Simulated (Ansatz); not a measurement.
# Pb (Fm-3m) in Ansatz: notebook

Runs on Pb. Level: PBEsol. Tasks: relaxation of cell and atoms.

Program: Ansatz 0.2.0. These are calculated values, not measurements. Logs are shortened: lines on timing, memory, paths and dates and some standing lists are left out, and cuts for length are marked.

### Step 1. Starting point

The structure is cubic, space group Fm-3m (No. 225). The conventional cell has a = 4.950 Å, b = 4.950 Å, c = 4.950 Å, α = 90.00°, β = 90.00°, γ = 90.00°. Pb (site symmetry m-3m) has 12 Pb at 3.50 Å as nearest neighbours.

### Step 2. Relaxation of cell and atoms, PBEsol

File input.yaml:

```yaml
crystal:
  lattice:
    - [0.0, 2.47502, 2.47502]
    - [2.47502, 0.0, 2.47502]
    - [2.47502, 2.47502, 0.0]
  atoms:
    - { symbol: Pb, position: [0.0, 0.0, 0.0] }
hamiltonian:
  xc: pbesol
  pseudopotentials: { kind: paw }
kpoints:
  mp_grid: { grid: [9, 9, 9] }
scf:
  occupations: { method: fermi_dirac, width: 0.05 }
output:
  forces: true
  stress: true
  eigenvalues: true
  write_density: true
  write_potential: true
  elf: true
  volumetric_format: npy
relax:
  f_tol: 0.01
  max_steps: 40
  cell: { stress_tol: 0.05 }
```

Potentials or basis: Ansatz PAW.

Launch:

```sh
ansatz run input.yaml --threads 2 --pin off --max-ram 5632MiB --backend cpu --events-out ev --progress --plain --runs-dir out
```

Log:

```text
Warning: RAYON_NUM_THREADS=2 ignored (pool sized by the plan → 2); use --threads N
Engine: ansatz 0.2.0, aarch64-unknown-linux-gnu
Pseudopotentials: kind: paw
Pseudopotential: Pb, paw, valence charge 14, recommended cutoff 420 eV (normal), Pb.paw.azcp
Functional definition: PBEsol
  exchange = pbesol_x
  correlation = pbesol_c
Crystal: 1 atoms, lattice volume = 30.323 Å³
Basis set: ecut = 420 eV, 609 PW (Γ), exchange–correlation on 48×48×48 points (8 copies of the dense FFT grid, shifted against one another)
Bands: 11, of which v1, the nominal top of the filled ones, is band 7 counted from 1 (6 counted from 0)
Symmetry: 48 space group operations
Space group: Fm-3m (ITA 225), of the structure as read, at distance tolerance 3.1e-5 Å
k-points: 35 of 729
Non-local potential: Pb, projectors of the file, l = 0: 2, l = 1: 2, l = 2: 2, l = 3: 2
PAW form: soft (Blöchl's): semilocal exchange-correlation on the pseudo side does not see the compensation charge
PAW frozen core: Pb, regenerated for the run's functional, and the local potential with it (the file was generated under x = pbe(κ = 0.804, μ = 0.2195149727645171), c = pbe(β = 0.06672455060314922))
PAW one-centre angular grid: Pb, 590 points (default); XC on 64 Gauss nodes
Initial density: superposition of atomic densities (neutral atoms: chi_scale 0, normalization atom), corrected by the library's trained network
Initial wavefunctions: pseudopotential atomic-orbital guess
Functional: x = pbesol(κ = 0.804, μ = 0.12345679012345678), c = pbesol(β = 0.046)
SCF iter   1: F=—  HF=-11754.963304 eV  |F-HF|=—  |Δ(HF+E_count)|=         —  Δρ=1.94e-3  dr2=8.89e-4  ethr=1.77e-3  ⟨swp⟩=5.9  Hψ=2543  notcnv=0
preconditioner: auto → none  [insulator: Δε(μ)=0.230 eV  Ē_g=19.863 eV  σ=0.050 eV  W_gap=0.52  n_scr=8 (ndim 8)  ℏωp=25.2 eV  f_vac=0.000  D(μ)=0.39/eV (n_scr^D=0)  ε∞_Penn≈2.6]
SCF iter   2: F=—  HF=-11754.962510 eV  |F-HF|=—  |Δ(HF+E_count)|=   7.94e-4  Δρ=5.55e-4  dr2=5.97e-5  ethr=6.35e-6  ⟨swp⟩=2.8  Hψ=946  notcnv=0  defer=4
SCF iter   3: F=—  HF=-11754.962506 eV  |F-HF|=—  |Δ(HF+E_count)|=   4.55e-6  Δρ=7.77e-5  dr2=1.76e-6  ethr=4.27e-7  ⟨swp⟩=2.0  Hψ=610  notcnv=0  defer=4
SCF iter   4: F=—  HF=-11754.962507 eV  |F-HF|=—  |Δ(HF+E_count)|=   1.00e-6  Δρ=9.06e-5  dr2=2.18e-6  ethr=1.26e-8  ⟨swp⟩=2.0  Hψ=617  notcnv=0  defer=4
iter 5 did not close the SCF: its close was put off for the readings that it lacked (scf_convergence_deferred on its scf_iter line)
SCF iter   5: F=-11754.962505 eV  HF=-11754.962505 eV  |F-HF|=6.21e-8  |Δ(HF+E_count)|=   1.11e-6  Δρ=1.32e-5  dr2=5.15e-8  ethr=1.26e-8  ⟨swp⟩=2.0  Hψ=588  notcnv=0  defer=4
SCF iter   6: F=-11754.962505 eV  HF=-11754.962505 eV  |F-HF|=1.57e-9  |Δ(HF+E_count)|=   2.99e-8  Δρ=2.30e-6  dr2=1.20e-9  ethr=3.68e-10  ⟨swp⟩=6.8  Hψ=2456  notcnv=0
SCF 1 converged in 6 iterations: F = -11754.962505 eV  dr2 = 1.20e-9
relax step   1: F+E_penalty+E_count = -11754.96250547 eV  Δ(F+E_penalty+E_count) = +0.000e0 eV  max|allowed force component| = 0.000e0 eV/Å  Δτ_max = 0.0000 Å  P = -0.614 GPa  Ω = 30.323 Å³  (6 SCF iters, dr2 threshold 1.00e-7 eV, accepted)
Crystal: 1 atoms, lattice volume = 29.901 Å³
Basis set: ecut = 420 eV, 561 PW (Γ), exchange–correlation on 48×48×48 points (8 copies of the dense FFT grid, shifted against one another)
Initial density: handed on by an earlier stage of this run
[... 18 lines left out ...]
iter 1 solved again at ethr=1.37e-7 eV; its pass at ethr=3.10e-3 eV (dr2=1.92e-5 eV) is discarded
SCF iter   1: F=—  HF=-11754.963256 eV  |F-HF|=—  |Δ(HF+E_count)|=         —  Δρ=1.66e-5  dr2=1.86e-8  ethr=1.37e-7  ⟨swp⟩=3.3  Hψ=3716  notcnv=0
SCF iter   2: F=—  HF=-11754.963253 eV  |F-HF|=—  |Δ(HF+E_count)|=   2.58e-6  Δρ=7.55e-6  dr2=2.92e-9  ethr=1.33e-10  ⟨swp⟩=2.0  Hψ=613  notcnv=0
SCF iter   3: F=—  HF=-11754.963253 eV  |F-HF|=—  |Δ(HF+E_count)|=   5.40e-9  Δρ=1.83e-6  dr2=1.56e-10  ethr=2.08e-11  ⟨swp⟩=2.1  Hψ=443  notcnv=0
SCF iter   4: F=-11754.963253 eV  HF=-11754.963253 eV  |F-HF|=1.82e-12  |Δ(HF+E_count)|=  4.26e-10  Δρ=1.66e-7  dr2=2.76e-12  ethr=1.00e-12  ⟨swp⟩=4.9  Hψ=2154  notcnv=0
SCF 4 converged in 4 iterations: F = -11754.963253 eV  dr2 = 2.76e-12
relax step   4: F+E_penalty+E_count = -11754.96325328 eV  Δ(F+E_penalty+E_count) = +5.075e-5 eV  max|allowed force component| = 0.000e0 eV/Å  Δτ_max = 0.0000 Å  P = -0.002 GPa  Ω = 29.937 Å³  stress off target by 2.27e-3 GPa  SCF on the basis re-selected at this cell (its energy is not comparable with the rows above)  (4 SCF iters)
basis re-selected at this cell: Δ(F+E_penalty+E_count) = +5.075e-5 eV, ΔP = -0.001 GPa vs the last step (what re-selecting the basis moved, of the pressure what is left beyond the Pulay correction that the steps carried, after the strain that the cell walked since its last selection, with what the two solves' SCF thresholds leave and, on support functions, any second-order correction that the steps lacked; it is no measure of the basis error at this ecutwfc). This SCF's stress stands 2.27e-3 GPa from its target on what of the cell is left free (relax.cell.stress_tol is 5.00e-2 GPa) and its largest allowed force component is 0.00e0 eV/Å (relax.f_tol is 1.00e-2 eV/Å): within both
SCF converged after 4 iterations
Free energy (F): -11754.963253 eV
Harris-Foulkes:  -11754.963253 eV  (|F-HF|=1.82e-12)
Internal energy: -11754.960198 eV  (E = F + TS)
E sigma→0 (E₀):  -11754.961726 eV
Entropy (-TS):   -0.003055 eV (-3.055 meV/atom)
Fermi energy:    10.816213 eV
--- Per-component energies (eV) ---
  E_band       = -36.069180
  E_kinetic    = 289.272226
  E_local      = -1008.302448  (includes V_loc(G=0)·N_el)
  E_nonlocal   = 351.640824
  E_hartree    = 399.814486
  E_xc         = -219.191600
  E_vxc        = -132.982411  (∫ρ·V_xc dr)
  E_paw        = -10255.606635  (= ΣΔE_a)
  E_vpaw       = -335.326412  (= ΣTr[D̂ρ^β])
  E_aug_tail   = 0.000048  (compensation charges beyond the density's cutoff)
  E_ewald      = -1312.649216
  E_core_change = 0.062117  (= ΣΔE_core)
  E_smearing   = -0.003055  (= −TS)
  E_closure    = -0.000000  (closes the sum)
  Σ components = -11754.963253   (vs F -11754.963253, Δ=0.00e0)
--- Forces (eV/Å), atoms counted from 1 ---
  atom   1  Pb    -0.00000000     0.00000000     0.00000000
  max |Σ_I F_I| component: 1.48e-31 eV/Å
--- Stress (GPa, compression-positive) ---
       -0.002269       0.000000       0.000000
        0.000000      -0.002269       0.000000
        0.000000       0.000000      -0.002269
  P = ⅓ Tr σ = -0.0023 GPa (-0.023 kbar)
--- Band table (eV; the first three rows and the last of 35) ---
  k-point 0: bands = ["-6.0399", "-6.0399", "-6.0399", "-5.8921", "-5.8921", "-0.8725", "18.4906", "18.4906", "18.4906", "20.7250", "22.4563"]
  k-point 1: bands = ["-6.0407", "-6.0227", "-6.0227", "-5.8923", "-5.8923", "-0.6311", "16.0892", "18.2038", "18.2038", "20.3583", "23.3973"]
  k-point 2: bands = ["-6.0469", "-6.0021", "-6.0021", "-5.8688", "-5.8688", "0.0922", "12.5793", "17.5945", "17.5945", "20.0372", "22.8670"]
  k-point 34: bands = ["-6.0327", "-6.0184", "-5.9334", "-5.8373", "-5.7277", "4.1828", "9.1206", "10.0759", "11.7411", "21.3392", "22.3985"]
--- Relaxed structure (3 steps of the walk, 3 accepted, 1 SCFs on fresh bases) ---
  F+E_penalty+E_count = -11754.96325328 eV   max|allowed force component| = 0.000e0 eV/Å   (the final SCF, on the basis selected at the relaxed cell)
  cell:  # Å, volume = 29.9369 Å³
    - [-6.170177071084502e-34, 2.4644809859340526, 2.4644809859340526]
    - [2.4644809859340526, 1.4091888278476876e-34, 2.4644809859340526]
    - [2.4644809859340526, 2.4644809859340526, 3.375683971793328e-34]
  atoms:
    - { symbol: Pb, position: [0.0, 0.0, 0.0] }
```

It took 1.8 s on 2 threads of Arm Neoverse V2, shared host; peak memory 0.28 GiB.

What came out:

| Quantity | Value |
| --- | --- |
| Free energy | -11754.9633 eV |
| Relaxed volume | 29.94 Å³/atom |
| Relaxed cell | a = 3.485 Å, b = 3.485 Å, c = 3.485 Å, α = 60.00°, β = 60.00°, γ = 60.00° |
| Space group after relaxing (to 0.05 Å) | Fm-3m (No. 225) |
| Energy gained by relaxing | 0.7 meV/atom |
| Ionic steps | 4 |
| Pressure after relaxing | 0.0 GPa |
| Band gap on the k mesh | none (metal or under the smearing width) |

The path:
```tsv
step	energy change (eV)	largest force (eV/Å)	volume (Å³)
1	0.0000	0.0000	30.32
2	-0.0008	0.0000	29.90
3	-0.0008	0.0000	29.94
4	-0.0007	0.0000	29.94
```

Final structure:
```yaml
crystal:
  lattice:
    - [0.00000, 2.46448, 2.46448]
    - [2.46448, 0.00000, 2.46448]
    - [2.46448, 2.46448, 0.00000]
  atoms:
    - { symbol: Pb, position: [0.00000, 0.00000, 0.00000] }
```

Caveat: the plane-wave basis is chosen anew once the cell has moved, so the energies of steps on either side of that aren't comparable; the PAW data sets come from PBE, with cores solved anew for the run's functional, which leaves a small shift of forces and pressure.

### Step 3. Relaxation of cell and atoms, PBEsol, target pressure 2 GPa, at which the enthalpy is minimised

Changes to input.yaml since step 2:

```diff
@@ -18,6 +18,2 @@
   eigenvalues: true
-  write_density: true
-  write_potential: true
-  elf: true
-  volumetric_format: npy
 relax:
@@ -25,2 +21,2 @@
   max_steps: 40
-  cell: { stress_tol: 0.05 }
+  cell: { stress_tol: 0.05, p_target: 2.0 }
```

Potentials or basis: Ansatz PAW.

Launch:

```sh
ansatz run input.yaml --threads 2 --pin off --max-ram 5632MiB --backend cpu --events-out ev --progress --plain --runs-dir out
```

Log:

```text
Warning: RAYON_NUM_THREADS=2 ignored (pool sized by the plan → 2); use --threads N
Engine: ansatz 0.2.0, aarch64-unknown-linux-gnu
Pseudopotentials: kind: paw
Pseudopotential: Pb, paw, valence charge 14, recommended cutoff 420 eV (normal), Pb.paw.azcp
Functional definition: PBEsol
  exchange = pbesol_x
  correlation = pbesol_c
Crystal: 1 atoms, lattice volume = 30.323 Å³
Basis set: ecut = 420 eV, 609 PW (Γ), exchange–correlation on 48×48×48 points (8 copies of the dense FFT grid, shifted against one another)
Bands: 11, of which v1, the nominal top of the filled ones, is band 7 counted from 1 (6 counted from 0)
Symmetry: 48 space group operations
Space group: Fm-3m (ITA 225), of the structure as read, at distance tolerance 3.1e-5 Å
k-points: 35 of 729
Non-local potential: Pb, projectors of the file, l = 0: 2, l = 1: 2, l = 2: 2, l = 3: 2
PAW form: soft (Blöchl's): semilocal exchange-correlation on the pseudo side does not see the compensation charge
PAW frozen core: Pb, regenerated for the run's functional, and the local potential with it (the file was generated under x = pbe(κ = 0.804, μ = 0.2195149727645171), c = pbe(β = 0.06672455060314922))
PAW one-centre angular grid: Pb, 590 points (default); XC on 64 Gauss nodes
Initial density: superposition of atomic densities (neutral atoms: chi_scale 0, normalization atom), corrected by the library's trained network
Initial wavefunctions: pseudopotential atomic-orbital guess
Functional: x = pbesol(κ = 0.804, μ = 0.12345679012345678), c = pbesol(β = 0.046)
SCF iter   1: F=—  HF=-11754.963304 eV  |F-HF|=—  |Δ(HF+E_count)|=         —  Δρ=1.94e-3  dr2=8.89e-4  ethr=1.77e-3  ⟨swp⟩=5.9  Hψ=2543  notcnv=0
preconditioner: auto → none  [insulator: Δε(μ)=0.230 eV  Ē_g=19.863 eV  σ=0.050 eV  W_gap=0.52  n_scr=8 (ndim 8)  ℏωp=25.2 eV  f_vac=0.000  D(μ)=0.39/eV (n_scr^D=0)  ε∞_Penn≈2.6]
SCF iter   2: F=—  HF=-11754.962510 eV  |F-HF|=—  |Δ(HF+E_count)|=   7.94e-4  Δρ=5.55e-4  dr2=5.97e-5  ethr=6.35e-6  ⟨swp⟩=2.8  Hψ=946  notcnv=0  defer=4
[... 59 lines left out ...]
  E_nonlocal   = 351.654999
  E_hartree    = 391.130939
  E_xc         = -219.488488
  E_vxc        = -133.375168  (∫ρ·V_xc dr)
  E_paw        = -10255.650964  (= ΣΔE_a)
  E_vpaw       = -335.403330  (= ΣTr[D̂ρ^β])
  E_aug_tail   = 0.000042  (compensation charges beyond the density's cutoff)
  E_ewald      = -1328.867774
  E_core_change = 0.062117  (= ΣΔE_core)
  E_smearing   = -0.003202  (= −TS)
  E_closure    = 0.000000  (closes the sum)
  Σ components = -11754.956755   (vs F -11754.956755, Δ=0.00e0)
--- Forces (eV/Å), atoms counted from 1 ---
  atom   1  Pb    -0.00000000     0.00000000    -0.00000000
  max |Σ_I F_I| component: 1.40e-31 eV/Å
--- Stress (GPa, compression-positive) ---
        1.996036       0.000000       0.000000
        0.000000       1.996036       0.000000
        0.000000       0.000000       1.996036
  P = ⅓ Tr σ = 1.9960 GPa (19.960 kbar)
--- Band table (eV; the first three rows and the last of 35) ---
  k-point 0: bands = ["-5.5068", "-5.5068", "-5.5068", "-5.3414", "-5.3414", "-0.5702", "19.3493", "19.3493", "19.3493", "21.3057", "23.4924"]
  k-point 1: bands = ["-5.5082", "-5.4876", "-5.4876", "-5.3418", "-5.3418", "-0.3194", "16.8637", "19.0516", "19.0516", "20.9999", "24.3277"]
  k-point 2: bands = ["-5.5168", "-5.4648", "-5.4648", "-5.3161", "-5.3161", "0.4349", "13.2341", "18.4170", "18.4170", "20.7368", "23.6090"]
  k-point 34: bands = ["-5.5021", "-5.4856", "-5.3908", "-5.2817", "-5.1592", "4.7867", "9.6072", "10.5841", "12.2948", "22.1620", "23.1582"]
--- Relaxed structure (4 steps of the walk, 4 accepted, 1 SCFs on fresh bases) ---
  F+E_penalty+E_count = -11754.95675502 eV   max|allowed force component| = 0.000e0 eV/Å   (the final SCF, on the basis selected at the relaxed cell)
  cell:  # Å, volume = 28.8541 Å³
    - [-8.916901057567276e-35, 2.4344025022867988, 2.4344025022867988]
    - [2.4344025022867988, 1.0190744065791185e-34, 2.4344025022867988]
    - [2.4344025022867988, 2.4344025022867988, -7.515673748520995e-34]
  atoms:
    - { symbol: Pb, position: [0.0, 0.0, 0.0] }
```

Run time: 2 s. Hardware: 2 threads of Arm Neoverse V2, shared host; peak memory 0.28 GiB.

Results:

- Free energy: -11754.9568 eV
- Relaxed volume: 28.85 Å³/atom
- Relaxed cell: a = 3.443 Å, b = 3.443 Å, c = 3.443 Å, α = 60.00°, β = 60.00°, γ = 60.00°
- Space group after relaxing (to 0.05 Å): Fm-3m (No. 225)
- Energy change on relaxing (the enthalpy is what falls): +5.8 meV/atom
- Ionic steps: 5
- Pressure after relaxing: 2.0 GPa
- Band gap on the k mesh: none (metal or under the smearing width)

The path:
```tsv
step	energy change (eV)	largest force (eV/Å)	volume (Å³)
1	0.0000	0.0000	30.32
2	0.0099	0.0000	28.55
3	0.0052	0.0000	28.88
4	0.0056	0.0000	28.85
5	0.0058	0.0000	28.85
```

Final structure:
```
Pb
1.0
     0.00000    2.43440    2.43440
     2.43440    0.00000    2.43440
     2.43440    2.43440    0.00000
Pb
1
Direct
  0.00000 0.00000 0.00000
```

Caveat: the plane-wave basis is chosen anew once the cell has moved, so the energies of steps on either side of that aren't comparable; the PAW data sets come from PBE, with cores solved anew for the run's functional, which leaves a small shift of forces and pressure.

### Step 4. Relaxation of cell and atoms, PBEsol, target pressure 5 GPa, at which the enthalpy is minimised

Changes to input.yaml since step 3:

```diff
@@ -21,2 +21,2 @@
   max_steps: 40
-  cell: { stress_tol: 0.05, p_target: 2.0 }
+  cell: { stress_tol: 0.05, p_target: 5.0 }
```

Launch:

```sh
ansatz run input.yaml --threads 2 --pin off --max-ram 5632MiB --backend cpu --events-out ev --progress --plain --runs-dir out
```

Wall time 2.1 s (2 threads of Arm Neoverse V2, shared host); peak memory 0.28 GiB.

The run converged. Its results:

```
Free energy                                            : -11754.9293 eV
Relaxed volume                                         : 27.57 Å³/atom
Relaxed cell                                           : a = 3.391 Å, b = 3.391 Å, c = 3.391 Å, α = 60.00°, β = 60.00°, γ = 60.00°
Space group after relaxing (to 0.05 Å)                 : Fm-3m (No. 225)
Energy change on relaxing (the enthalpy is what falls) : +33.2 meV/atom
Ionic steps                                            : 5
Pressure after relaxing                                : 5.0 GPa
Band gap on the k mesh                                 : none (metal or under the smearing width)
```

The path:
```
step  energy change (eV)  largest force (eV/Å)  volume (Å³)
   1              0.0000                0.0000        30.32
   2              0.0706                0.0000        26.61
   3              0.0286                0.0000        27.71
   4              0.0329                0.0000        27.57
   5              0.0332                0.0000        27.57
```

Final structure:
```
Pb
1.0
     0.00000    2.39769    2.39769
     2.39769    0.00000    2.39769
     2.39769    2.39769    0.00000
Pb
1
Direct
  0.00000 0.00000 0.00000
```

Levels at points of the mesh, in eV from the Fermi level:
| k point | band 3 | band 4 | band 5 | band 6 | band 7 | band 8 | band 9 | band 10 | band 11 |
| --- | --- | --- | --- | --- | --- | --- | --- | --- | --- |
| (0.00, 0.00, 0.00) | -16.89 | -16.70 | -16.70 | -12.25 | 8.38 | 8.38 | 8.38 | 9.98 | 12.74 |

Caveat: the plane-wave basis is chosen anew once the cell has moved, so the energies of steps on either side of that aren't comparable; the PAW data sets come from PBE, with cores solved anew for the run's functional, which leaves a small shift of forces and pressure. The run has no spin-orbit coupling, so splittings on Pb are missing.

### Step 5. Relaxation of cell and atoms, PBEsol, target pressure 10 GPa, at which the enthalpy is minimised

Changes to input.yaml since step 4:

```diff
@@ -21,2 +21,2 @@
   max_steps: 40
-  cell: { stress_tol: 0.05, p_target: 5.0 }
+  cell: { stress_tol: 0.05, p_target: 10.0 }
```

Launch:

```sh
ansatz run input.yaml --threads 2 --pin off --max-ram 5632MiB --backend cpu --events-out ev --progress --plain --runs-dir out
```

Run time: 2.1 s. Hardware: 2 threads of Arm Neoverse V2, shared host; peak memory 0.28 GiB.

The run converged. Its results:

| Quantity | Value |
| --- | --- |
| Free energy | -11754.8535 eV |
| Relaxed volume | 25.92 Å³/atom |
| Relaxed cell | a = 3.322 Å, b = 3.322 Å, c = 3.322 Å, α = 60.00°, β = 60.00°, γ = 60.00° |
| Space group after relaxing (to 0.05 Å) | Fm-3m (No. 225) |
| Energy change on relaxing (the enthalpy is what falls) | +109.0 meV/atom |
| Ionic steps | 5 |
| Pressure after relaxing | 10.0 GPa |
| Band gap on the k mesh | none (metal or under the smearing width) |

The path:
| step | energy change (eV) | largest force (eV/Å) | volume (Å³) |
| --- | --- | --- | --- |
| 1 | 0.0000 | 0.0000 | 30.32 |
| 2 | 0.0975 | 0.0000 | 26.10 |
| 3 | 0.1115 | 0.0000 | 25.87 |
| 4 | 0.1086 | 0.0000 | 25.92 |
| 5 | 0.1090 | 0.0000 | 25.92 |

Final structure:
```cif
data_structure
_symmetry_space_group_name_H-M 'P 1'
_symmetry_Int_Tables_number 1
_cell_length_a 3.3217
_cell_length_b 3.3217
_cell_length_c 3.3217
_cell_angle_alpha 60.000
_cell_angle_beta 60.000
_cell_angle_gamma 60.000
_cell_volume 25.92
loop_
_atom_site_label
_atom_site_type_symbol
_atom_site_fract_x
_atom_site_fract_y
_atom_site_fract_z
_atom_site_occupancy
Pb1 Pb 0.00000 0.00000 0.00000 1
```

Levels at points of the mesh, in eV from the Fermi level:
```csv
k point,band 4,band 5,band 6,band 7,band 8,band 9,band 10,band 11
"(0.00, 0.00, 0.00)",-16.74,-16.74,-12.74,8.90,8.90,8.90,9.98,13.53
```

Caveat: the plane-wave basis is chosen anew once the cell has moved, so the energies of steps on either side of that aren't comparable; the PAW data sets come from PBE, with cores solved anew for the run's functional, which leaves a small shift of forces and pressure. The run has no spin-orbit coupling, so splittings on Pb are missing.

### Step 6. Summary

```csv
cell,target pressure (GPa),gap on the mesh (eV),pressure (GPa)
relaxed,0,none,0.0
relaxed to 2 GPa,2,none,2.0
relaxed to 5 GPa,5,none,5.0
relaxed to 10 GPa,10,none,10.0
```

Alike in all rows: task relaxation of cell and atoms; level PBEsol; potentials or basis Ansatz PAW; no spin polarisation; k mesh 9 × 9 × 9; cutoff (eV) 420; smearing fermi-dirac 0.05 eV.

Caveats: the plane-wave basis is chosen anew once the cell has moved, so the energies of steps on either side of that aren't comparable; the PAW data sets come from PBE, with cores solved anew for the run's functional, which leaves a small shift of forces and pressure.

Total energies depend on the potentials used, so only differences within one code and one set of settings carry meaning.

### Step 7. Against experiment

Step 2. The cell as given is a measured one (30.32 Å³/atom); PBEsol puts the equilibrium volume -1.3 % from it, thermal expansion not counted.
